Core levels of tungsten disilicide (Si2W, I4/mmm), calculated with the program exciting (version sodium) using PBE and all-electron LAPW+lo, a 12×12×12 k-mesh and Fermi-Dirac smearing of 0.05 eV. Levels are Kohn-Sham eigenvalues relative to the Fermi energy; spin-orbit coupling is left out for the valence states.

```
row  core level (eV)  core element  core shell
  1          -1780.8            Si       1s1/2
  2           -134.6            Si       2s1/2
  3            -91.1            Si       2p1/2
  4            -90.4            Si       2p3/2
  5         -69396.1             W       1s1/2
  6         -11965.5             W       2s1/2
  7         -11440.8             W       2p1/2
  8         -10087.9             W       2p3/2
  9          -2751.9             W       3s1/2
 10          -2518.5             W       3p1/2
 11          -2225.9             W       3p3/2
 12          -1833.6             W       3d3/2
 13          -1770.0             W       3d5/2
 14           -563.8             W       4s1/2
 15           -467.0             W       4p1/2
 16           -399.2             W       4p3/2
 17           -240.5             W       4d3/2
 18           -228.0             W       4d5/2
```

These are core levels of tungsten disilicide, measured from the Fermi energy. Spin-orbit coupling splits the 2p level of tungsten by more than 1 keV, its 3p level by about 300 eV and its 4p level by about 70 eV. In silicon the 2p splitting is below 1 eV. The core levels come from a radial Dirac equation, which contains the coupling, while the valence states are computed without it.

Going up through one shell of tungsten, the steps look irregular. From 2s to 2p1/2 the level rises by 525 eV, and from 2p1/2 to 2p3/2 by 1353 eV. In the fourth shell the order is reversed, with 97 eV for the first step and 68 eV for the second. The irregularity disappears once the steps are sorted by their cause.

The sorting starts from one electron around a bare nucleus. Its Dirac energy is

E = mc² { [1 + (Zα / (n − k + √(k² − Z²α²)))²]^(−1/2) − 1 },  k = j + 1/2.

Here m is the electron mass, c the speed of light, Z the nuclear charge, α the fine-structure constant, n the shell number and j the total angular momentum, written as the index 1/2, 3/2 or 5/2 in the table. The orbital type s, p or d does not appear. Around a bare nucleus 2s1/2 and 2p1/2 therefore coincide, and so do 3p3/2 and 3d3/2.

In the crystal these pairs are split because the other electrons screen the nucleus. An s electron penetrates deeper into the inner shells than a p electron of the same shell, sees more of the nuclear charge and lies lower. A p electron has the same advantage over a d electron. The steps thus alternate: s1/2 to p1/2 is screening, p1/2 to p3/2 is spin-orbit coupling, p3/2 to d3/2 is screening again, and d3/2 to d5/2 is spin-orbit coupling.

The two kinds of step shrink at different rates. From the second to the fourth shell of tungsten the p doublet becomes 20 times narrower, while the step from s to p1/2 becomes only 5 times smaller. This is why their order reverses, between the third shell and the fourth. Even around a bare nucleus the doublet would shrink by a factor of 8, because an electron in a higher shell visits the nucleus less often; screening accounts for the rest.

Screening affects the depth of a level much more than its doublet. The 4p3/2 level would lie at −4767 eV around a bare tungsten nucleus, and it lies at −399 eV in the crystal, so it keeps 8% of its depth. The 4p doublet keeps 33% of its bare width. A single effective charge cannot describe both: chosen to match the depth, it gives a 4p doublet roughly 50 times too narrow.

Electrostatics explains the difference. Electrons outside an orbital raise the potential energy of an electron inside by a nearly constant amount, which lifts the level but hardly changes the shape of the orbital. Spin-orbit coupling arises close to the nucleus, where the field is strongest and least screened. A doublet therefore depends on how often the electron comes close to the nucleus, and a constant lift leaves that rate unchanged.

The table contains a measure of this rate. In the semiclassical picture, the energy spacing between neighbouring shells, divided by Planck's constant, is the frequency of the orbital motion. If each pass near the nucleus contributes about as much as it would around a bare nucleus, then

doublet / bare doublet ≈ shell spacing / bare shell spacing,

with both spacings taken at the same orbital type and the same j. A constant lift cancels in the spacing.

The 3p doublet makes a good test, because it has a p shell on either side. The bare formula puts its width at 496 eV. The spacing to the shell below gives

computed spacing, 2p3/2 to 3p3/2: 10088 − 2226 = 7862 eV
bare spacing: 18979 − 8488 = 10491 eV
estimated doublet: 496 × 7862 / 10491 = 372 eV.

The same steps with the spacing from 3p3/2 to 4p3/2 give 244 eV. The computed doublet of 293 eV, which did not enter either estimate, lies between the two. That is where it should lie, since screening slows the electron more and more from shell to shell. The Dirac equation is built into the calculation, so the test concerns only this picture of screening.

At the ends of the series the estimate becomes a one-sided limit. The spacing between the third and fourth p shells keeps 49% of its bare value, whereas the 4p doublet keeps only 33%. For the d levels the spacing keeps 42%, while the 3d doublet keeps 45% and the 4d doublet 21%. Used as a direct estimate for the outermost listed doublet, the spacing would thus give a value too large by a factor of 1.5 for 4p and 2 for 4d.

Silicon shows the same physics with a small nuclear charge. Matching the bare formula to the tungsten 2p doublet requires a nuclear charge reduced by 3.4. That is a twentieth of tungsten's 74 but a quarter of silicon's 14, and the doublet grows roughly as the fourth power of the charge that remains. The same reduction applied to silicon gives 0.58 eV. The table gives 0.7 eV, uncertain by up to 0.1 eV because the levels are printed to one decimal, so the estimate is slightly too small.

The step from 2s to 2p1/2 depends much less on the nuclear charge. It is 12 times larger in tungsten than in silicon, whereas the 2p doublet is roughly 2000 times larger. In silicon, screening therefore sets almost the whole pattern of the second shell, and the doublet is a fine detail. In tungsten the doublet is the larger of the two.

One row stands out for a different reason. Silicon 1s lies between the two tungsten 3d levels, only 11 eV below 3d5/2. The two elements reach this depth by different routes, silicon with its innermost shell and tungsten with its third. The values are PBE eigenvalues of the ground state, not binding energies. The difference between the two varies from shell to shell, so the measured order of such close neighbours cannot be predicted from this table.

For assigning lines in a photoemission spectrum of a silicide film, this suggests a practical rule: compare the separation within a doublet first and the absolute position second. The two partners have nearly the same orbital, so most of the error in position should cancel in their difference. The rule cannot be applied to the 4f doublet of tungsten with this run, which treats 4f as valence, without spin-orbit coupling.
